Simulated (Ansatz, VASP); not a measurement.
**V: VASP beside Ansatz**

```
CELL_PARAMETERS angstrom
-1.49859 1.49859 1.49859
1.49859 -1.49859 1.49859
1.49859 1.49859 -1.49859
ATOMIC_POSITIONS crystal
V 0.00000 0.00000 0.00000
```

Alike in both runs: functional PBE; k mesh 20 × 20 × 20; occupations gaussian, width 0.1 eV; no spin polarisation.

Ansatz relaxed the structure, and its values are those at the end. VASP's run is a single point on that final structure, the one shown.

|  | VASP | Ansatz |
| --- | --- | --- |
| version | VASP 6.6.1 | Ansatz 0.2.0 |
| potentials or method | VASP PAW PBE potentials, release 64 (V_sv) | scalar-relativistic, plane waves, PAW |
| plane-wave cutoff (eV) | 520 | 420 |
| valence electrons in the cell | 13 | 13 |

Ansatz gave:

- gap on the k mesh at the Fermi level (eV): none
- pressure (GPa): 0.0

Which values does VASP return?

gap on the k mesh at the Fermi level (eV): none; pressure (GPa): 0.4.

A gap of «none» marks a metal or a gap that the smearing closes. With one functional, cell and mesh, what is left measures potentials, basis and numerics.
